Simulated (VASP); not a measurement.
VASP 6.6.1, PBE single-point calculation, KF (strained rocksalt)

INCAR

```
LCHARG = .FALSE.
SIGMA = 0.02
EDIFF = 1E-7
ISMEAR = -1
ISIF = 2
PREC = Accurate
NSW = 0
LASPH = .TRUE.
NBANDS = 15
GGA = PE
LWAVE = .FALSE.
IBRION = -1
NELM = 120
LREAL = .FALSE.
ENCUT = 520
```

KPOINTS

```
KPOINTS created by Atomic Simulation Environment
0
Gamma
8 8 8
0 0 0
```

KPOINTS_OPT

```
special points
6
Reciprocal
0.0000000000 0.0000000000 0.0000000000 1
0.5000000000 0.0000000000 0.5000000000 1
0.6250000000 0.2500000000 0.6250000000 1
0.3750000000 0.3750000000 0.7500000000 1
0.5000000000 0.5000000000 0.5000000000 1
0.5000000000 0.2500000000 0.7500000000 1
```

POSCAR

```
K  F
 1.0000000000000000
     0.0000000000000000    2.6182784824000001    2.6743553062999998
     2.6182784824000001    0.0000000000000000    2.6743553062999998
     2.6182784824000001    2.6182784824000001    0.0000000000000000
 K   F
   1   1
Cartesian
  0.0000000000000000  0.0000000000000000  0.0000000000000000
  2.6182784824000001  2.6182784824000001  2.6743553062999994
```

VASP ran with the recommended PBE PAW datasets (16 valence electrons in the cell).

Command

```
mpirun -np 1 vasp_std
```

OSZICAR

```
N       E                     dE             d eps       ncg     rms          rms(c)
DAV:   1     0.111150639354E+03    0.11115E+03   -0.83342E+03  1778   0.105E+03
DAV:   2    -0.518707974304E+01   -0.11634E+03   -0.10777E+03  2314   0.286E+02
DAV:   3    -0.940504118598E+01   -0.42180E+01   -0.42021E+01  2354   0.486E+01
DAV:   4    -0.951916590761E+01   -0.11412E+00   -0.11411E+00  2362   0.755E+00
DAV:   5    -0.952016141068E+01   -0.99550E-03   -0.99550E-03  2433   0.653E-01    0.640E+00
DAV:   6    -0.829353720123E+01    0.12266E+01   -0.34362E+00  1861   0.152E+01    0.427E+00
DAV:   7    -0.826680509974E+01    0.26732E-01   -0.66870E-02  2232   0.225E+00    0.241E+00
DAV:   8    -0.826351661361E+01    0.32885E-02   -0.48929E-02  1910   0.221E+00    0.192E-01
DAV:   9    -0.826501654144E+01   -0.14999E-02   -0.39016E-03  2295   0.518E-01    0.124E-01
DAV:  10    -0.826555568095E+01   -0.53914E-03   -0.47073E-04  1861   0.192E-01    0.581E-02
DAV:  11    -0.826567272457E+01   -0.11704E-03   -0.12290E-04  1847   0.950E-02    0.203E-02
DAV:  12    -0.826567054672E+01    0.21779E-05   -0.13969E-05  2255   0.381E-02    0.430E-03
DAV:  13    -0.826567064741E+01   -0.10070E-06   -0.21485E-06  1917   0.134E-02    0.234E-03
DAV:  14    -0.826567064708E+01    0.33583E-09   -0.62022E-08  1878   0.237E-03
   1 F= -.82656706E+01 E0= -.82656706E+01  d E =-.385719E-11
       N       E                     dE             ncg
DAV:   1     0.119163151490E+04   -0.37836E+04      180
DAV:   2     0.566120678294E+03   -0.62551E+03      229
DAV:   3     0.542646989545E+03   -0.23474E+02      236
DAV:   4     0.541966988532E+03   -0.68000E+00      247
DAV:   5     0.541955319537E+03   -0.11669E-01      216
DAV:   6     0.541954999853E+03   -0.31968E-03      254
DAV:   7     0.541954983809E+03   -0.16044E-04      206
DAV:   8     0.541954982965E+03   -0.84368E-06      154
DAV:   9     0.541954982917E+03   -0.47644E-07      182
```

From OUTCAR

```
k-points           NKPTS =     59   k-points in BZ     NKDIM =     59   number of bands    NBANDS=     15

   NELECT =      16.0000    total number of electrons

   dimension x,y,z NGX =    28 NGY =   28 NGZ =   28
   dimension x,y,z NGXF=    56 NGYF=   56 NGZF=   56

  energy-cutoff  :      520.00
  volume of cell :       36.67
      direct lattice vectors                 reciprocal lattice vectors
     0.000000000  2.618278482  2.674355306    -0.190965172  0.190965172  0.186960947
     2.618278482  0.000000000  2.674355306     0.190965172 -0.190965172  0.186960947
     2.618278482  2.618278482  0.000000000     0.190965172  0.190965172 -0.186960947

 k-points in reciprocal lattice and weights: KPOINTS created by Atomic Simulation Env
   0.00000000  0.00000000  0.00000000       0.002
   0.12500000  0.00000000  0.00000000       0.016
   0.25000000  0.00000000  0.00000000       0.016
   0.37500000  0.00000000  0.00000000       0.016
   0.50000000  0.00000000  0.00000000       0.008
   0.12500000  0.12500000  0.00000000       0.004
   0.25000000  0.12500000  0.00000000       0.016
   0.37500000  0.12500000  0.00000000       0.016
   ...

 E-fermi :  -2.2330

 k-point     1 :       0.0000    0.0000    0.0000
  band No.  band energies     occupation
      1     -28.7242      2.00000
      2     -21.3728      2.00000
      3     -11.9471      2.00000
      4     -11.9421      2.00000
      5     -11.9421      2.00000
      6      -2.7181      2.00000
      7      -2.6825      2.00000
      8      -2.6825      2.00000
      9       3.6804      0.00000
     10       8.0114      0.00000
     11       8.1380      0.00000
     12       8.1380      0.00000
     13       9.7180      0.00000
     14       9.9264      0.00000
     15      14.5121      0.00000

 k-point     2 :       0.1250    0.0000    0.0000
  band No.  band energies     occupation
      1     -28.7077      2.00000
      2     -21.3890      2.00000
      3     -11.9883      2.00000
      4     -11.9525      2.00000
      5     -11.9460      2.00000
      6      -2.8444      2.00000
      7      -2.7604      2.00000
      8      -2.7429      2.00000
      9       4.1279      0.00000
     10       7.8432      0.00000
     11       8.2780      0.00000
     12       8.3547      0.00000
     13       9.8758      0.00000
     14      10.0819      0.00000
     15      15.2895      0.00000

 k-point     3 :       0.2500    0.0000    0.0000
  band No.  band energies     occupation
      1     -28.6675      2.00000
      2     -21.4281      2.00000
      3     -12.0937      2.00000
      4     -11.9703      2.00000
      5     -11.9552      2.00000
      6      -3.1568      2.00000
      7      -2.8945      2.00000
      8      -2.8852      2.00000
      9       5.2334      0.00000
     10       7.5218      0.00000
     11       8.8166      0.00000
     12       8.8990      0.00000
     13      10.3662      0.00000
     14      10.5490      0.00000
     15      16.3553      0.00000

 k-point     4 :       0.3750    0.0000    0.0000
  band No.  band energies     occupation
      1     -28.6266      2.00000
      2     -21.4678      2.00000
      3     -12.1977      2.00000
      4     -11.9878      2.00000
      5     -11.9641      2.00000
      6      -3.4287      2.00000
      7      -3.0230      2.00000
      8      -3.0224      2.00000
      9       6.2751      0.00000
     10       7.7218      0.00000
     11       9.3215      0.00000
     12       9.4339      0.00000
     13      11.2216      0.00000
     14      11.3293      0.00000
     15      14.9062      0.00000

 k-point     5 :       0.5000    0.0000    0.0000
  band No.  band energies     occupation
      1     -28.6095      2.00000
      2     -21.4844      2.00000
      3     -12.2403      2.00000
      4     -11.9949      2.00000
      5     -11.9678      2.00000
      6      -3.5326      2.00000
      7      -3.0789      2.00000
      8      -3.0742      2.00000
      9       6.5380      0.00000
     10       8.2103      0.00000
     11       9.5036      0.00000
     12       9.6355      0.00000
     13      11.8465      0.00000
     14      11.8930      0.00000
     15      13.8993      0.00000

 k-point     6 :       0.1250    0.1250    0.0000
  band No.  band energies     occupation
      1     -28.7038      2.00000
      2     -21.3887      2.00000
      3     -11.9767      2.00000
      4     -11.9749      2.00000
      5     -11.9749      2.00000
      6      -2.9596      2.00000
      7      -2.6986      2.00000
      8      -2.6985      2.00000
      9       4.2502      0.00000
     10       7.4824      0.00000
     11       8.5493      0.00000
     12       8.5493      0.00000
     13       9.8811      0.00000
     14      10.0790      0.00000
     15      15.5099      0.00000

 k-point     7 :       0.2500    0.1250    0.0000
  band No.  band energies     occupation
      1     -28.6729      2.00000
      2     -21.4124      2.00000
      3     -12.0759      2.00000
      4     -12.0020      2.00000
      5     -11.9907      2.00000
      6      -3.1494      2.00000
      7      -2.7993      2.00000
      8      -2.7666      2.00000
      9       5.0946      0.00000
     10       7.1382      0.00000
     11       8.9648      0.00000
     12       9.0767      0.00000
     13      10.1398      0.00000
     14      10.4132      0.00000
     15      16.6419      0.00000

 k-point     8 :       0.3750    0.1250    0.0000
  band No.  band energies     occupation
      1     -28.6328      2.00000
      2     -21.4469      2.00000
      3     -12.1925      2.00000
      4     -12.0246      2.00000
      5     -12.0114      2.00000
      6      -3.3104      2.00000
      7      -2.9700      2.00000
      8      -2.9032      2.00000
      9       6.1998      0.00000
     10       7.2055      0.00000
     11       9.2784      0.00000
     12       9.5966      0.00000
     13      10.8407      0.00000
     14      11.1615      0.00000
     15      15.2100      0.00000

 k-point     9 :       0.5000    0.1250    0.0000
  band No.  band energies     occupation
      1     -28.6070      2.00000
      2     -21.4716      2.00000
      3     -12.2582      2.00000
      4     -12.0569      2.00000
      5     -11.9977      2.00000
      6      -3.4202      2.00000
      7      -3.0443      2.00000
      8      -3.0267      2.00000
      9       6.6445      0.00000
     10       7.8522      0.00000
     11       9.4020      0.00000
     12       9.8388      0.00000
     13      11.8077      0.00000
     14      11.8822      0.00000
     15      13.5888      0.00000

 k-point    10 :      -0.3750    0.1250    0.0000
  band No.  band energies     occupation
      1     -28.6110      2.00000
      2     -21.4720      2.00000
      3     -12.2359      2.00000
      4     -12.0686      2.00000
      5     -11.9688      2.00000
      6      -3.4322      2.00000
      7      -3.0685      2.00000
      8      -2.9808      2.00000
      9       6.5854      0.00000
     10       7.7141      0.00000
     11       9.3647      0.00000
     12       9.7101      0.00000
     13      11.4096      0.00000
     14      12.0380      0.00000
     15      13.9750      0.00000

 k-point    11 :      -0.2500    0.1250    0.0000
  band No.  band energies     occupation
      1     -28.6425      2.00000
      2     -21.4475      2.00000
      3     -12.1379      2.00000
      4     -12.0534      2.00000
      5     -11.9417      2.00000
      6      -3.3015      2.00000
      7      -3.0058      2.00000
      8      -2.8531      2.00000
      9       5.8557      0.00000
     10       7.2986      0.00000
     11       9.1782      0.00000
     12       9.2034      0.00000
     13      10.7595      0.00000
     14      10.9979      0.00000
     15      15.9611      0.00000

 k-point    12 :      -0.1250    0.1250    0.0000
  band No.  band energies     occupation
      1     -28.6825      2.00000
      2     -21.4134      2.00000
      3     -12.0224      2.00000
      4     -12.0182      2.00000
      5     -11.9322      2.00000
      6      -3.0584      2.00000
      7      -2.8717      2.00000
      8      -2.7627      2.00000
      9       4.7653      0.00000
     10       7.5004      0.00000
     11       8.5995      0.00000
     12       8.7689      0.00000
     13      10.1769      0.00000
     14      10.3285      0.00000
     15      16.2558      0.00000

 k-point    13 :       0.2500    0.2500    0.0000
  band No.  band energies     occupation
      1     -28.6558      2.00000
      2     -21.4099      2.00000
      3     -12.1413      2.00000
      4     -12.0542      2.00000
      5     -12.0542      2.00000
      6      -3.1992      2.00000
      7      -2.7232      2.00000
      8      -2.7232      2.00000
      9       5.5396      0.00000
     10       6.5416      0.00000
     11       9.6370      0.00000
     12       9.6370      0.00000
     13       9.9662      0.00000
     14      10.4778      0.00000
     15      17.6748      0.00000

 ...

  Total        0.8115445      0.8115445      0.4667406      0.0000000      0.0000000      0.0000000
  in kB       35.4602789     35.4602789     20.3941386      0.0000000      0.0000000      0.0000000
  external PRESSURE =      30.4382322 kB  Pullay stress =       0.0000000 kB

 POSITION                                       TOTAL-FORCE (eV/Angst)
 -----------------------------------------------------------------------------------
      0.00000      0.00000      0.00000        -0.000000     -0.000000      0.000000
      2.61828      2.61828      2.67436         0.000000      0.000000      0.000000
 -----------------------------------------------------------------------------------
    total drift:                                0.000000      0.000000      0.000000

  FREE ENERGIE OF THE ION-ELECTRON SYSTEM (eV)
  ---------------------------------------------------
  free  energy   TOTEN  =        -8.2656706471 eV

  energy  without entropy=       -8.2656706471  energy(sigma->0) =       -8.26567065
```

```
gap between bands v and c : 6.36 eV
least direct gap          : 6.36 eV
pressure                  : 3.0 GPa
```

Band v is the last that the valence electrons fill when counted band by band, and c is the next.
